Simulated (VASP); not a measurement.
# Sr (P6_3/mmc) in VASP: notebook

One crystal, Sr, is run at these levels: PBE; tasks: single point.

All numbers are computed with VASP 6.6.1; they aren't measurements. Logs are shortened: lines on timing, memory, paths and dates and some standing lists are left out, and cuts for length are marked.

## Step 1: Starting point

The structure is hexagonal, space group P6_3/mmc (No. 194). The conventional cell has a = 4.310 Å, b = 4.310 Å, c = 7.050 Å, α = 90.00°, β = 90.00°, γ = 120.00°. Sr (site symmetry -6m2) has 12 Sr at 4.31 Å as nearest neighbours.

This isn't the form of Sr at room conditions, which is fcc.

## Step 2: Single point, PBE

Contents of INCAR:

```
SYSTEM = Sr
  ADDGRID = .False.
  ALGO = Normal
  EDIFF = 1E-6
  ENCUT = 500
  GGA = PE
  ISIF = 2
  ISMEAR = 0
  LASPH = .True.
  LCHARG = .False.
  LREAL = .False.
  LWAVE = .False.
  NBANDS = 17
  NELM = 100
  PREC = Accurate
  SIGMA = 0.15
```

Contents of KPOINTS:

```
k-points
0
Gamma
  4 4 3
  0 0 0
```

Contents of POSCAR:

```
Sr
1.0
    4.3100000000      0.0000000000      0.0000000000
   -2.1550000000      3.7325694903      0.0000000000
    0.0000000000      0.0000000000      7.0500000000
Sr
2
Direct
    0.6432960000      0.3178180000      0.7464440000
    0.3199860000      0.6535770000      0.2508690000
```

Potentials or basis: VASP PAW PBE potentials, release 64 (Sr_sv).

The run is started by

```bash
> cat potpaw_PBE.64/Sr_sv/POTCAR > POTCAR
> mpirun -np 1 vasp_std > vasp.out
```

OUTCAR:

```text
SYSTEM = Sr
   EDIFF = 1E-6
   ENCUT = 500
   GGA = PE
   ISIF = 2
   ISMEAR = 0
   LASPH = .True.
   LREAL = .False.
   NELM = 100
   PREC = Accurate

 Found     26 irreducible k-points:

 Following reciprocal coordinates:
            Coordinates               Weight
  0.000000  0.000000  0.000000      1.000000
  0.250000  0.000000  0.000000      2.000000
  0.000000  0.250000  0.000000      2.000000
 -0.250000  0.250000  0.000000      2.000000
  0.500000  0.000000  0.000000      1.000000
  0.000000  0.500000  0.000000      1.000000
   k-points           NKPTS =     26   k-points in BZ     NKDIM =     26   number of bands    NBANDS=     17
   number of dos      NEDOS =    301   number of ions     NIONS =      2
   total plane-waves  NPLWV =  55296
   dimension x,y,z NGX =    32 NGY =   32 NGZ =   54
   dimension x,y,z NGXF=    64 NGYF=   64 NGZF=  108
   ions per type =               2
   NGX,Y,Z   is equivalent  to a cutoff of  12.34, 12.34, 12.73 a.u.
   NGXF,Y,Z  is equivalent  to a cutoff of  24.69, 24.69, 25.47 a.u.
 SYSTEM =  Sr
   PREC   = accura    normal or accurate (medium, high low for compatibility)
   ISTART =      0    job   : 0-new  1-cont  2-samecut
   ICHARG =      2    charge: 1-file 2-atom 10-const
   ISPIN  =      1    spin polarized calculation?
   LNONCOLLINEAR =      F non collinear calculations
   LSORBIT =      F    spin-orbit coupling
   LASPH  =      T    aspherical Exc in radial PAW
   ENCUT  =  500.0 eV  36.75 Ry    6.06 a.u.   7.86  7.86 12.85*2*pi/ulx,y,z
   NELM   =    100;   NELMIN=  2; NELMDL= -5     # of ELM steps
   EDIFF  = 0.1E-05   stopping-criterion for ELM
   LREAL  =      F    real-space projection
   EDIFFG = 0.1E-04   stopping-criterion for IOM
   NSW    =      0    number of steps for IOM
   IBRION =     -1    ionic relax: 0-MD 1-quasi-New 2-CG
   NFREE  =      0    steps in history (QN), initial steepest desc. (CG)
   ISIF   =      2    stress and relaxation
   ISYM   =      2    0-nonsym 1-usesym 2-fastsym
   POTIM  = 0.5000    time-step for ionic-motion
   TEBEG  =    0.0;   TEEND  =   0.0 temperature during run
   PSTRESS=    0.0 pullay stress
   NELECT =      20.0000    total number of electrons
   NUPDOWN=      -1.0000    fix difference up-down
   EMIN   =  10.00;   EMAX   =-10.00  energy-range for DOS
   EFERMI =   0.00;   METHOD = LEGACY
   ISMEAR =     0;   SIGMA  =   0.15  broadening in eV -4-tet -1-fermi 0-gaus
   EFERMI_NEDOS =   21; number of points for ismear=-14 and -15
   IALGO  =     38    algorithm
   IMIX   =      4    mixing-type and parameters
     AMIX     =   0.40;   BMIX     =  1.00
     AMIX_MAG =   1.60;   BMIX_MAG =  1.00
  volume/ion in A,a.u.               =      56.71       382.68
  Fermi-wavevector in a.u.,A,eV,Ry     =   0.918037  1.734838 11.466874  0.842791
  Thomas-Fermi vector in A             =   2.043073
   LORBIT       =      0    0 simple, 1 ext, 2 COOP (PROOUT), +10 PAW based schemes
   GGA     = PE    functional components
   LHFCALC =     F    Hartree Fock is set to
   AEXX    =    0.0000 exact exchange contribution
   IVDW    =     0    specifies the selected vdW correction
   LEPSILON=     F    determine dielectric tensor
   LRPA    =     F    only Hartree local field effects (RPA)
 non-spin polarized calculation
 Gauss-broadening in eV      SIGMA  =   0.15
  energy-cutoff  :      500.00
  volume of cell :      113.42
 maximum number of plane-waves:      2898
   NGX = 15   NGY = 15   NGZ = 25

 number of electron      20.0000000 magnetization

 Free energy of the ion-electron system (eV)
  ---------------------------------------------------
  ext. energy  EPLUGINS =         0.00000000
  ---------------------------------------------------
  free energy    TOTEN  =        -3.31429771 eV

  energy without entropy =       -3.28614059  energy(sigma->0) =       -3.30021915

 E-fermi :   1.5010     XC(G=0):  -7.2595

 val. band max:        1.4861278093   @ k =  -0.2500   0.2500   0.0000
 cond. band min:       1.5026746786   @ k =   0.0000   0.0000   0.0000
 fundamental gap:      0.0165468693
 Fermi energy:         1.5009863891

 k-point     1 :       0.0000    0.0000    0.0000
  band No.  band energies     occupation
      1     -35.2006      2.00000
      2     -35.1887      2.00000
      3     -17.2577      2.00000
      4     -17.1227      2.00000
      5     -17.1195      2.00000
      6     -17.0972      2.00000
[... 9 lines left out ...]
     16       4.1538      0.00000
     17       4.6189      0.00000

 k-point     2 :       0.2500    0.0000    0.0000
  band No.  band energies     occupation
      1     -35.1952      2.00000
      2     -35.1862      2.00000
      3     -17.2272      2.00000
      4     -17.1871      2.00000
      5     -17.1641      2.00000
      6     -17.1429      2.00000
[... 9 lines left out ...]
     16       4.5057      0.00000
     17       4.5168      0.00000

 k-point     3 :       0.0000    0.2500    0.0000
  band No.  band energies     occupation
      1     -35.1951      2.00000
      2     -35.1863      2.00000
      3     -17.2262      2.00000
      4     -17.1886      2.00000
      5     -17.1650      2.00000
      6     -17.1412      2.00000
[... 9 lines left out ...]
     16       4.5078      0.00000
     17       4.5367      0.00000

 k-point     4 :      -0.2500    0.2500    0.0000
  band No.  band energies     occupation
      1     -35.1951      2.00000
      2     -35.1863      2.00000
      3     -17.2258      2.00000
      4     -17.1891      2.00000
      5     -17.1652      2.00000
      6     -17.1406      2.00000
[... 9 lines left out ...]
     16       4.5151      0.00000
     17       4.5392      0.00000

 k-point     5 :       0.5000    0.0000    0.0000
  band No.  band energies     occupation
      1     -35.1889      2.00000
      2     -35.1844      2.00000
      3     -17.2554      2.00000
      4     -17.2283      2.00000
      5     -17.1841      2.00000
      6     -17.1621      2.00000
[... 9 lines left out ...]
     16       5.6332      0.00000
     17       6.2551      0.00000

 k-point     6 :       0.0000    0.5000    0.0000
  band No.  band energies     occupation
      1     -35.1886      2.00000
      2     -35.1848      2.00000
      3     -17.2562      2.00000
      4     -17.2297      2.00000
      5     -17.1798      2.00000
      6     -17.1607      2.00000
[... 9 lines left out ...]
     16       5.6901      0.00000
     17       6.2141      0.00000

 [... further k-points ...]

------------------------ aborting loop because EDIFF is reached ----------------------------------------

  FORCE on cell =-STRESS in cart. coord.  units (eV):
  Direction    XX          YY          ZZ          XY          YZ          ZX
  --------------------------------------------------------------------------------------
  -------------------------------------------------------------------------------------
  Total       -0.3694600     -0.3565277      0.2337635     -0.0271349      0.0003786      0.0017594
  in kB       -5.2191969     -5.0365085      3.3022738     -0.3833233      0.0053480      0.0248537
  external PRESSURE =      -2.3178105 kB  Pullay stress =       0.0000000 kB

 VOLUME and BASIS-vectors are now :
 -----------------------------------------------------------------------------
  energy-cutoff  :      500.00
  volume of cell :      113.42
      direct lattice vectors                 reciprocal lattice vectors
     4.310000000  0.000000000  0.000000000     0.232018561  0.133955979  0.000000000
    -2.155000000  3.732569490  0.000000000     0.000000000  0.267911958  0.000000000
     0.000000000  0.000000000  7.050000000     0.000000000  0.000000000  0.141843972

 POSITION                                       TOTAL-FORCE (eV/Angst)
 -----------------------------------------------------------------------------------
      2.08771      1.18628      5.26243         0.009372      0.001813      0.046146
     -0.02932      2.43952      1.76863        -0.009372     -0.001813     -0.046146
 -----------------------------------------------------------------------------------
    total drift:                                0.000001     -0.000001      0.000000

  FREE ENERGIE OF THE ION-ELECTRON SYSTEM (eV)
  ---------------------------------------------------
  free  energy   TOTEN  =        -3.3142977107 eV

  energy  without entropy=       -3.2861405853  energy(sigma->0) =       -3.30021915
```

Run time: 16 s. Hardware: 1 thread of Intel Xeon 6975P-C (Granite Rapids), shared host; peak memory 0.23 GiB.

The run converged, but some of its settings lie outside the range that counts as converged, so its numbers aren't taken as properties of the crystal.

What came out:

```yaml
Free_energy: -3.3143 eV
Pressure: -0.2 GPa
Largest_force: 0.047 eV/Å
Band_gap_on_the_k_mesh: none (metal or under the smearing width)
```

Caveat: the k mesh is coarse (spacing up to 0.42 Å⁻¹), so the values aren't converged.

## Step 3: Single point, PBE

Changes to INCAR since step 2:

```diff
@@ -4,3 +4,3 @@
   EDIFF = 1E-6
-  ENCUT = 500
+  ENCUT = 900
   GGA = PE
```

Contents of KPOINTS:

```
k-points
0
Gamma
  4 4 2
  0 0 0
```

Contents of POSCAR:

```
Sr
1.0
    4.3100000000      0.0000000000      0.0000000000
   -2.1550000000      3.7325694903      0.0000000000
    0.0000000000      0.0000000000      7.0500000000
Sr
2
Direct
    0.6666666667      0.3333333333      0.7500000000
    0.3333333333      0.6666666667      0.2500000000
```

Potentials or basis: VASP PAW PBE potentials, release 64 (Sr_sv).

The run is started by

```bash
> cat potpaw_PBE.64/Sr_sv/POTCAR > POTCAR
> mpirun -np 1 vasp_std > vasp.out
```

OUTCAR:

```text
SYSTEM = Sr
   EDIFF = 1E-6
   ENCUT = 900
   GGA = PE
   ISIF = 2
   ISMEAR = 0
   LASPH = .True.
   LREAL = .False.
   NELM = 100
   PREC = Accurate

 Found      8 irreducible k-points:

 Following reciprocal coordinates:
            Coordinates               Weight
  0.000000  0.000000  0.000000      1.000000
  0.250000  0.000000  0.000000      6.000000
  0.500000  0.000000  0.000000      3.000000
  0.250000  0.250000  0.000000      6.000000
  0.000000  0.000000  0.500000      1.000000
[... 197 lines left out ...]
------------------------ aborting loop because EDIFF is reached ----------------------------------------

  FORCE on cell =-STRESS in cart. coord.  units (eV):
  Direction    XX          YY          ZZ          XY          YZ          ZX
  --------------------------------------------------------------------------------------
  -------------------------------------------------------------------------------------
  Total       -0.4099037     -0.4099037      0.3375613      0.0000000     -0.0000000      0.0000000
  in kB       -5.7905280     -5.7905280      4.7685779      0.0000000     -0.0000000      0.0000000
  external PRESSURE =      -2.2708260 kB  Pullay stress =       0.0000000 kB

 VOLUME and BASIS-vectors are now :
 -----------------------------------------------------------------------------
  energy-cutoff  :      900.00
  volume of cell :      113.42
      direct lattice vectors                 reciprocal lattice vectors
     4.310000000  0.000000000  0.000000000     0.232018561  0.133955979  0.000000000
    -2.155000000  3.732569490  0.000000000     0.000000000  0.267911958  0.000000000
     0.000000000  0.000000000  7.050000000     0.000000000  0.000000000  0.141843972

 POSITION                                       TOTAL-FORCE (eV/Angst)
 -----------------------------------------------------------------------------------
      2.15500      1.24419      5.28750         0.000000     -0.000000      0.000000
     -0.00000      2.48838      1.76250        -0.000000      0.000000      0.000000
 -----------------------------------------------------------------------------------
    total drift:                                0.000000     -0.000000      0.000000

  FREE ENERGIE OF THE ION-ELECTRON SYSTEM (eV)
  ---------------------------------------------------
  free  energy   TOTEN  =        -3.2935994555 eV

  energy  without entropy=       -3.2552586167  energy(sigma->0) =       -3.27442904
```

OSZICAR:

```text
N       E                     dE             d eps       ncg     rms          rms(c)
DAV:   1     0.137660450918E+03    0.13766E+03   -0.11958E+04   272   0.150E+03
DAV:   2     0.758976877424E+01   -0.13007E+03   -0.12804E+03   336   0.274E+02
DAV:   3    -0.265606041831E+01   -0.10246E+02   -0.10196E+02   475   0.607E+01
DAV:   4    -0.327257119128E+01   -0.61651E+00   -0.61638E+00   391   0.121E+01
DAV:   5    -0.328577128765E+01   -0.13200E-01   -0.13199E-01   415   0.153E+00    0.157E+01
DAV:   6    -0.329007327056E+01   -0.43020E-02   -0.17763E-02   374   0.128E+00    0.889E+00
DAV:   7    -0.329339063762E+01   -0.33174E-02   -0.23444E-02   307   0.159E+00    0.428E-01
DAV:   8    -0.329351891137E+01   -0.12827E-03   -0.32086E-03   452   0.297E-01    0.144E-01
DAV:   9    -0.329356469859E+01   -0.45787E-04   -0.13776E-04   389   0.573E-02    0.480E-02
DAV:  10    -0.329360032355E+01   -0.35625E-04   -0.21602E-05   350   0.383E-02    0.273E-02
DAV:  11    -0.329359945550E+01    0.86805E-06   -0.86691E-07   267   0.713E-03
   1 F= -.32935995E+01 E0= -.32744290E+01  d E =-.383408E-01
```

stdout:

```text
POSCAR found type information on POSCAR Sr
 POSCAR found :  1 types and       2 ions
 scaLAPACK will be used
 LDA part: xc-table for (Slater+PW92), standard interpolation
 POSCAR, INCAR and KPOINTS ok, starting setup
 FFT: planning ... GRIDC
 FFT: planning ... GRID_SOFT
 FFT: planning ... GRID
 WAVECAR not read
 entering main loop
```

Run time: 16 s. Hardware: 1 thread of Intel Xeon 6975P-C (Granite Rapids), shared host; peak memory 0.34 GiB.

These settings aren't checked as converged: the numbers below hold their error.

Results:

```yaml
Free_energy: -3.2936 eV
Pressure: -0.2 GPa
Band_gap_on_the_k_mesh: none (metal or under the smearing width)
```

Caveat: the k mesh is coarse (spacing up to 0.45 Å⁻¹), so the values aren't converged.

## Step 4: The reference run

An earlier run on the cell as given: functional PBE; potentials or basis VASP PAW PBE potentials, release 64 (Sr_sv); cutoff 520 eV; k mesh 7 × 7 × 4; occupations fermi-dirac, width 0.05 eV; no spin polarisation.

* Pressure: -0.3 GPa
* Band gap on the k mesh: none (metal or under the smearing width)
